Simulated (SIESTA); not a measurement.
The system is Co.

```
CELL_PARAMETERS angstrom
2.47200 0.00000 0.00000
-1.23600 2.14081 0.00000
0.00000 0.00000 4.02114
ATOMIC_POSITIONS crystal
Co 0.66667 0.33333 0.75000
Co 0.33333 0.66667 0.25000
```

Base run:

- Program: SIESTA 5.4.2
- Functional: PBEsol
- Potentials or basis: PseudoDojo 0.4 standard (PBEsol files)
- Basis: SZP (energy shift 0.003 Ry)
- Grid cutoff: 800 Ry
- Energy shift: 0.003 Ry
- k mesh: 12 × 12 × 7
- Occupations: fermi-dirac, width 0.05 eV
- Spin: collinear spin, ferromagnetic start
- Starting moments: [2.0, 2.0] μB

Its results: band gap on the k mesh none (metal or under the smearing width); pressure 2.8 GPa; net moment 3.22 μB per cell; site moments Co +1.61 μB.

The run is repeated on the same cell with these changes: basis from SZP (energy shift 0.003 Ry) to TZP (energy shift 0.003 Ry; two zetas on semicore shells). What comes out?

Band gap on the k mesh none (metal or under the smearing width); pressure -6.7 GPa; net moment 3.20 μB per cell; site moments Co +1.60 μB.

Caveats: short orbitals over semicore shells can move pressures by several GPa; the basis of atomic orbitals isn't converged, which shifts pressures, moduli and gaps.
